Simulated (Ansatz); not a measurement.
One crystal and one scan (energy against volume) at two levels, PBE (plane waves to 420 eV, PAW, scalar-relativistic; Ansatz, an electronic-structure program) and PBEsol (plane waves to 420 eV, PAW, scalar-relativistic; Ansatz), each from its own relaxed cell and on its own mesh. The cell shown is that of PBE.

ZnTe (zinc blende)

```xyz
2
Lattice="0.0000 3.0895 3.0895 3.0895 0.0000 3.0895 3.0895 3.0895 0.0000" Properties=species:S:1:pos:R:3 pbc="T T T"
Te     4.6343     4.6343     4.6343
Zn     0.0000     0.0000     0.0000
```

Equation-of-state scan: isotropic scaling of the cell above, V₀ being its volume. Symmetry pins the atoms to their sites.

Energies are smeared free energies. Spin-orbit coupling is left out, though Te is heavy. ZnTe was relaxed with its symmetry unable to fall. Percentages come from the unrounded values.

Results of PBE:

```
Item                                                     Value
-------------------------------------------------------  -----
Lattice constant a (Å)                                   6.179
Bulk modulus B₀ (third-order Birch-Murnaghan fit) (GPa)   43.3
```

Task: What does PBEsol give for the same quantities?

Result: 
| quantity | PBEsol | PBE − PBEsol |
|---|---|---|
| Lattice constant a (Å) | 6.066 | +0.113 (+1.9 %) |
| Bulk modulus B₀ (third-order Birch-Murnaghan fit) (GPa) | 50.3 | -7.0 (-14 %) |

PBE gives the higher value for: lattice constant a. PBE gives the lower value for: bulk modulus B₀. For the lattice constant a the reference is 6.1037 Å (measured, room temperature or unstated; as given in Martin Albrecht, Beate Paulus, Hermann Stoll, Physical review. B, Condensed matter (1997), arXiv:cond-mat/9706128): it holds thermal shifts, so no verdict is drawn. 

(A scan under strain: stresses follow from slopes of the energy per volume, elastic moduli from its curvatures.)
